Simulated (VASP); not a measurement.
# AlN (P6_3mc) in VASP: settings compared

Aim: see how the results for AlN move with the level of theory and the settings. Levels: PBEsol, PBE. Tasks: relaxation of cell and atoms.

Program: VASP 6.6.1. These are calculated values, not measurements. Logs are shortened: lines on timing, memory, paths and dates and some standing lists are left out, and cuts for length are marked.

## (1) Starting point

The structure is hexagonal, space group P6_3mc (No. 186). Conventional cell: a = 3.113 Å, b = 3.113 Å, c = 4.981 Å, α = 90.00°, β = 90.00°, γ = 120.00°. Al (site symmetry 3m) is surrounded by 4 N at 1.89 Å. N (site symmetry 3m) is surrounded by 4 Al at 1.89 Å.

## (2) Relaxation of cell and atoms, PBEsol

File INCAR:

```
SYSTEM = AlN
ALGO = Normal ; EDIFF = 1E-6
EDIFFG = -0.01 ; ENCUT = 600
GGA = PS ; IBRION = 2
ISIF = 3 ; ISMEAR = 0
LASPH = .True. ; LCHARG = .False.
LREAL = .False. ; LWAVE = .False.
NELM = 80 ; NSW = 90
PREC = Accurate ; SIGMA = 0.03
```

File KPOINTS:

```
k-points
0
Gamma
  12 12 6
  0 0 0
```

File POSCAR:

```
AlN
1.0
    3.1130000000      0.0000000000      0.0000000000
   -1.5565000000      2.6959370820      0.0000000000
    0.0000000000      0.0000000000      4.9810000000
Al N
2 2
Direct
    0.3333333333      0.6666666667      0.0000000000
    0.6666666667      0.3333333333      0.5000000000
    0.3333333333      0.6666666667      0.3800000000
    0.6666666667      0.3333333333      0.8800000000
```

Potentials or basis: VASP PAW PBE potentials, release 64 (Al, N).

Run with:

```
$ cat potpaw_PBE.64/Al/POTCAR potpaw_PBE.64/N/POTCAR > POTCAR
$ mpirun -np 1 vasp_std > vasp.out
```

OUTCAR:

```text
SYSTEM = AlN
   EDIFF = 1E-6
   EDIFFG = -0.01
   ENCUT = 600
   GGA = PS
   IBRION = 2
   ISIF = 3
   ISMEAR = 0
   LASPH = .True.
   LREAL = .False.
   NELM = 80
   NSW = 90
   PREC = Accurate

 ion  position               nearest neighbor table
   1  0.333  0.667  0.000-   3 1.89   4 1.89   4 1.89   4 1.89   2 3.07   2 3.07   2 3.07   2 3.07
                             2 3.07   2 3.07
   2  0.667  0.333  0.500-   4 1.89   3 1.89   3 1.89   3 1.89   1 3.07   1 3.07   1 3.07   1 3.07
                             1 3.07   1 3.07
   3  0.333  0.667  0.380-   1 1.89   2 1.89   2 1.89   2 1.89
   4  0.667  0.333  0.880-   2 1.89   1 1.89   1 1.89   1 1.89

  LATTYP: Found a hexagonal cell.
 ALAT       =     3.1130000000
 C/A-ratio  =     1.6000642467

  Lattice vectors:

 A1 = (   3.1130000000,   0.0000000000,   0.0000000000)
 A2 = (  -1.5565000000,   2.6959370820,   0.0000000000)
 A3 = (   0.0000000000,   0.0000000000,   4.9810000000)

Analysis of symmetry for initial positions (statically):
=====================================================================
 Subroutine PRICEL returns:
 Original cell was already a primitive cell.

 Routine SETGRP: Setting up the symmetry group for a
 hexagonal supercell.

 Subroutine GETGRP returns: Found 12 space group operations
 (whereof  6 operations were pure point group operations)
 out of a pool of 24 trial point group operations.

The static configuration has the point symmetry C_3v.
 The point group associated with its full space group is C_6v.

Analysis of symmetry for dynamics (positions and initial velocities):
=====================================================================
 Subroutine PRICEL returns:
 Original cell was already a primitive cell.

 Routine SETGRP: Setting up the symmetry group for a
 hexagonal supercell.

 Subroutine GETGRP returns: Found 12 space group operations
 (whereof  6 operations were pure point group operations)
 out of a pool of 24 trial point group operations.

The dynamic configuration has the point symmetry C_3v.
 The point group associated with its full space group is C_6v.

 Subroutine INISYM returns: Found 12 space group operations
 (whereof  6 operations are pure point group operations),
 and found     1 'primitive' translations

----------------------------------------------------------------------------------------

                                     Primitive cell

  volume of cell :      41.8028

  direct lattice vectors                    reciprocal lattice vectors
     3.113000000  0.000000000  0.000000000     0.321233537  0.185464269  0.000000000
    -1.556500000  2.695937082  0.000000000     0.000000000  0.370928538  0.000000000
     0.000000000  0.000000000  4.981000000     0.000000000  0.000000000  0.200762899

  length of vectors
     3.113000000  3.113000000  4.981000000     0.370928538  0.370928538  0.200762899

  position of ions in fractional coordinates (direct lattice)
     0.333333333  0.666666667  0.000000000
     0.666666667  0.333333333  0.500000000
     0.333333333  0.666666667  0.380000000
     0.666666667  0.333333333  0.880000000

  ion indices of the primitive-cell ions
   primitive index   ion index
                 1           1
                 2           2
                 3           3
                 4           4

----------------------------------------------------------------------------------------

 KPOINTS: k-points

Automatic generation of k-mesh.
 Grid dimensions read from file:
 generate k-points for:   12   12    6

 Generating k-lattice:

  Cartesian coordinates                     Fractional coordinates (reciprocal lattice)
     0.026769461  0.015455356  0.000000000     0.083333333  0.000000000  0.000000000
     0.000000000  0.030910711  0.000000000     0.000000000  0.083333333  0.000000000
     0.000000000  0.000000000  0.033460483     0.000000000  0.000000000  0.166666667

  Length of vectors
     0.030910711  0.030910711  0.033460483

  Shift w.r.t. Gamma in fractional coordinates (k-lattice)
     0.000000000  0.000000000  0.000000000

 Subroutine IBZKPT returns following result:
 ===========================================

 Found     76 irreducible k-points:

 Following reciprocal coordinates:
            Coordinates               Weight
  0.000000  0.000000  0.000000      1.000000
  0.083333  0.000000  0.000000      6.000000
  0.166667  0.000000  0.000000      6.000000
  0.250000  0.000000  0.000000      6.000000
  0.333333  0.000000  0.000000      6.000000
  0.416667  0.000000  0.000000      6.000000
[... 16 lines left out ...]
  0.250000  0.000000  0.166667     12.000000
  0.333333  0.000000  0.166667     12.000000
 [... further k-points ...]
   k-points           NKPTS =     76   k-points in BZ     NKDIM =     76   number of bands    NBANDS=     12
   number of dos      NEDOS =    301   number of ions     NIONS =      4
   total plane-waves  NPLWV =  31360
   dimension x,y,z NGX =    28 NGY =   28 NGZ =   40
   dimension x,y,z NGXF=    56 NGYF=   56 NGZF=   80
   ions per type =               2   2
   NGX,Y,Z   is equivalent  to a cutoff of  14.95, 14.95, 13.35 a.u.
   NGXF,Y,Z  is equivalent  to a cutoff of  29.91, 29.91, 26.70 a.u.
 SYSTEM =  AlN
   PREC   = accura    normal or accurate (medium, high low for compatibility)
   ISTART =      0    job   : 0-new  1-cont  2-samecut
   ICHARG =      2    charge: 1-file 2-atom 10-const
   ISPIN  =      1    spin polarized calculation?
   LNONCOLLINEAR =      F non collinear calculations
   LSORBIT =      F    spin-orbit coupling
   LASPH  =      T    aspherical Exc in radial PAW
   ENCUT  =  600.0 eV  44.10 Ry    6.64 a.u.   6.22  6.22  9.95*2*pi/ulx,y,z
   NELM   =     80;   NELMIN=  2; NELMDL= -5     # of ELM steps
   EDIFF  = 0.1E-05   stopping-criterion for ELM
   LREAL  =      F    real-space projection
   EDIFFG = -.1E-01   stopping-criterion for IOM
   NSW    =     90    number of steps for IOM
   IBRION =      2    ionic relax: 0-MD 1-quasi-New 2-CG
   NFREE  =      1    steps in history (QN), initial steepest desc. (CG)
   ISIF   =      3    stress and relaxation
   ISYM   =      2    0-nonsym 1-usesym 2-fastsym
   POTIM  = 0.5000    time-step for ionic-motion
   TEBEG  =    0.0;   TEEND  =   0.0 temperature during run
   PSTRESS=    0.0 pullay stress
   NELECT =      16.0000    total number of electrons
   NUPDOWN=      -1.0000    fix difference up-down
   EMIN   =  10.00;   EMAX   =-10.00  energy-range for DOS
   EFERMI =   0.00;   METHOD = LEGACY
   ISMEAR =     0;   SIGMA  =   0.03  broadening in eV -4-tet -1-fermi 0-gaus
   EFERMI_NEDOS =   21; number of points for ismear=-14 and -15
   IALGO  =     38    algorithm
   IMIX   =      4    mixing-type and parameters
     AMIX     =   0.40;   BMIX     =  1.00
     AMIX_MAG =   1.60;   BMIX_MAG =  1.00
  volume/ion in A,a.u.               =      10.45        70.52
  Fermi-wavevector in a.u.,A,eV,Ry     =   1.188629  2.246183 19.222843  1.412839
  Thomas-Fermi vector in A             =   2.324754
   LORBIT       =      0    0 simple, 1 ext, 2 COOP (PROOUT), +10 PAW based schemes
   GGA     = PS    functional components
   LHFCALC =     F    Hartree Fock is set to
   AEXX    =    0.0000 exact exchange contribution
   IVDW    =     0    specifies the selected vdW correction
   LEPSILON=     F    determine dielectric tensor
   LRPA    =     F    only Hartree local field effects (RPA)
 conjugate gradient relaxation of ions
 non-spin polarized calculation
 Gauss-broadening in eV      SIGMA  =   0.03
  energy-cutoff  :      600.00
  volume of cell :       41.80
 maximum number of plane-waves:      1412
 NGX is ok and might be reduce to    28
   NGX = 13   NGY = 13   NGZ = 19

--------------------------------------- Ionic step        1  -------------------------------------------

 number of electron      16.0000000 magnetization

 Free energy of the ion-electron system (eV)
  ---------------------------------------------------
  ext. energy  EPLUGINS =         0.00000000
  ---------------------------------------------------
  free energy    TOTEN  =       -31.31436159 eV

  energy without entropy =      -31.31436159  energy(sigma->0) =      -31.31436159

------------------------ aborting loop because EDIFF is reached ----------------------------------------

  FORCE on cell =-STRESS in cart. coord.  units (eV):
  Direction    XX          YY          ZZ          XY          YZ          ZX
  --------------------------------------------------------------------------------------
  -------------------------------------------------------------------------------------
  Total       -0.1199916     -0.1199916      0.2711606      0.0000000     -0.0000000      0.0000000
  in kB       -4.5989220     -4.5989220     10.3927817      0.0000000     -0.0000000      0.0000000
  external PRESSURE =       0.3983125 kB  Pullay stress =       0.0000000 kB
[... 175 lines left out ...]
  energy  without entropy=      -31.3156862638  energy(sigma->0) =      -31.31568626

--------------------------------------- Ionic step        6  -------------------------------------------

 number of electron      15.9999999 magnetization

 Free energy of the ion-electron system (eV)
  ---------------------------------------------------
  ext. energy  EPLUGINS =         0.00000000
  ---------------------------------------------------
  free energy    TOTEN  =       -31.31569257 eV

  energy without entropy =      -31.31569257  energy(sigma->0) =      -31.31569257

 E-fermi :   6.2113     XC(G=0): -11.1048

 val. band max:        6.0635553065   @ k =   0.0000   0.0000   0.0000
 cond. band min:      10.1847279192   @ k =   0.0000   0.0000   0.0000
 fundamental gap:      4.1211726126
 Fermi energy:         6.2112579472

 k-point     1 :       0.0000    0.0000    0.0000
  band No.  band energies     occupation
      1      -9.1072      2.00000
      2      -6.9228      2.00000
      3       0.0069      2.00000
      4       5.1827      2.00000
      5       5.1827      2.00000
      6       5.8377      2.00000
      7       5.8377      2.00000
      8       6.0636      2.00000
      9      10.1847      0.00000
     10      12.6178      0.00000
     11      16.5653      0.00000
     12      17.0875      0.00000
[... 331 lines left out ...]
 k-point    24 :       0.3333    0.0000    0.1667
  band No.  band energies     occupation
      1      -7.7663      2.00000
      2      -6.5102      2.00000
      3       1.1007      2.00000
      4       2.0795      2.00000
      5       2.6908      2.00000
      6       4.2656      2.00000
      7       5.2605      2.00000
      8       5.3931      2.00000
      9      11.7915      0.00000
     10      12.5873      0.00000
     11      14.4547      0.00000
     12      16.1278      0.00000

 [... further k-points ...]

------------------------ aborting loop because EDIFF is reached ----------------------------------------

  FORCE on cell =-STRESS in cart. coord.  units (eV):
  Direction    XX          YY          ZZ          XY          YZ          ZX
  --------------------------------------------------------------------------------------
  -------------------------------------------------------------------------------------
  Total        0.0201304      0.0201304      0.0265649      0.0000000     -0.0000000      0.0000000
  in kB        0.7717020      0.7717020      1.0183695      0.0000000     -0.0000000      0.0000000
  external PRESSURE =       0.8539245 kB  Pullay stress =       0.0000000 kB
[... 19 lines left out ...]
  FREE ENERGIE OF THE ION-ELECTRON SYSTEM (eV)
  ---------------------------------------------------
  free  energy   TOTEN  =       -31.3156925723 eV

  energy  without entropy=      -31.3156925723  energy(sigma->0) =      -31.31569257

 reached required accuracy - stopping structural energy minimisation
```

Wall time 62 s (1 thread of Intel Xeon Platinum 8488C (Sapphire Rapids), shared host); peak memory 0.2 GiB.

What came out:

- Free energy: -31.3157 eV
- Relaxed volume: 10.45 Å³/atom
- Relaxed cell: a = 3.113 Å, b = 3.113 Å, c = 4.981 Å, α = 90.00°, β = 90.00°, γ = 120.00°
- Space group after relaxing (to 0.05 Å): P6_3mc (No. 186)
- Energy gained by relaxing: 0.3 meV/atom
- Ionic steps: 6
- Pressure after relaxing: 0.1 GPa
- Band gap on the k mesh: 4.12 eV, direct

The path:
| step | energy change (eV) | largest force (eV/Å) | pressure (GPa) | volume (Å³) |
| --- | --- | --- | --- | --- |
| 1 | 0.0000 | 0.1321 | 0.04 | 41.80 |
| 2 | -0.0003 | 0.0871 | 0.02 | 41.82 |
| 3 | -0.0012 | 0.0143 | 0.05 | 41.81 |
| 4 | -0.0013 | 0.0063 | -0.06 | 41.83 |
| 5 | -0.0013 | 0.0013 | -0.12 | 41.84 |
| 6 | -0.0013 | 0.0005 | 0.09 | 41.79 |

Final structure:
```
Al N
1.0
     3.11270    0.00000    0.00000
    -1.55635    2.69568    0.00000
     0.00000    0.00000    4.98090
Al N
2 2
Cartesian
  0.0000 1.7971 4.9759
  1.5564 0.8986 2.4854
  0.0000 1.7971 1.8978
  1.5564 0.8986 4.3882
```

Levels at points of the mesh, in eV from the valence-band top:
| k point | band 6 | band 7 | band 8 | band 9 | band 10 | band 11 |
| --- | --- | --- | --- | --- | --- | --- |
| (0.00, 0.00, 0.00) | -0.23 | -0.23 | 0.00 | 4.12 | 6.55 | 10.50 |
| (0.50, 0.00, 0.00) | -2.12 | -1.81 | -0.70 | 5.67 | 5.68 | 8.08 |
| (0.00, 0.00, 0.50) | -0.56 | -0.56 | -0.56 | 6.37 | 6.37 | 10.21 |
| (0.50, 0.00, 0.50) | -1.49 | -1.38 | -1.38 | 5.17 | 5.17 | 9.13 |

Caveat: the PAW data sets were made with another functional, which shifts forces and pressure a little. A k mesh can miss the band edges.

## (3) Relaxation of cell and atoms, PBEsol

INCAR: that of step 2 with these lines changed.

```diff
@@ -1,4 +1,4 @@
 SYSTEM = AlN
-ALGO = Normal ; EDIFF = 1E-6
-EDIFFG = -0.01 ; ENCUT = 600
+ALGO = Normal ; EDIFF = 1E-7
+EDIFFG = -0.005 ; ENCUT = 600
 GGA = PS ; IBRION = 2
```

KPOINTS is that of step 2.

File POSCAR:

```
AlN                                     
1.0
    3.1127044168      0.0000000000      0.0000000000
   -1.5563522084      2.6956810994     -0.0000000000
   -0.0000000000      0.0000000000      4.9808959604
  Al              N             
     2     2
Direct
     0.3333333332999970    0.6666666667000030    0.9989884320244055
     0.6666666667000030    0.3333333332999970    0.4989884320244056
     0.3333333332999970    0.6666666667000030    0.3810115679755970
     0.6666666667000030    0.3333333332999970    0.8810115679755971
```

Potentials or basis: VASP PAW PBE potentials, release 64 (Al, N).

Run with:

```
$ cat potpaw_PBE.64/Al/POTCAR potpaw_PBE.64/N/POTCAR > POTCAR
$ mpirun -np 1 vasp_std > vasp.out
```

Run time: 41 s. Hardware: 1 thread of Intel Xeon Platinum 8488C (Sapphire Rapids), shared host; peak memory 0.2 GiB.

It converged, with:

| Quantity | Value |
| --- | --- |
| Free energy | -31.3157 eV |
| Relaxed volume | 10.45 Å³/atom |
| Relaxed cell | a = 3.113 Å, b = 3.113 Å, c = 4.982 Å, α = 90.00°, β = 90.00°, γ = 120.00° |
| Space group after relaxing (to 0.05 Å) | P6_3mc (No. 186) |
| Energy gained by relaxing | 0.0 meV/atom |
| Ionic steps | 3 |
| Pressure after relaxing | 0.0 GPa |
| Band gap on the k mesh | 4.12 eV, direct |

Final structure:
```cif
data_structure
_symmetry_space_group_name_H-M 'P 1'
_symmetry_Int_Tables_number 1
_cell_length_a 3.1131
_cell_length_b 3.1131
_cell_length_c 4.9818
_cell_angle_alpha 90.000
_cell_angle_beta 90.000
_cell_angle_gamma 120.000
_cell_volume 41.81
loop_
_atom_site_label
_atom_site_type_symbol
_atom_site_fract_x
_atom_site_fract_y
_atom_site_fract_z
_atom_site_occupancy
Al1 Al 0.33333 0.66667 0.99899 1
Al2 Al 0.66667 0.33333 0.49899 1
N1 N 0.33333 0.66667 0.38101 1
N2 N 0.66667 0.33333 0.88101 1
```

Levels at points of the mesh, in eV from the valence-band top:
```tsv
k point	band 5	band 6	band 7	band 8	band 9	band 10	band 11	band 12
(0.00, 0.00, 0.00)	-0.88	-0.23	-0.23	0.00	4.12	6.55	10.50	11.02
(0.50, 0.00, 0.00)	-3.38	-2.12	-1.81	-0.70	5.67	5.67	8.07	10.16
(0.00, 0.00, 0.50)	-0.56	-0.56	-0.56	-0.56	6.37	6.37	10.20	10.20
(0.50, 0.00, 0.50)	-1.49	-1.49	-1.38	-1.38	5.17	5.17	9.12	9.12
```

Caveat: the PAW data sets were made with another functional, which shifts forces and pressure a little. A hybrid or GW would open this gap; PBEsol tends to underestimate it.

[end of part 1 of 2]
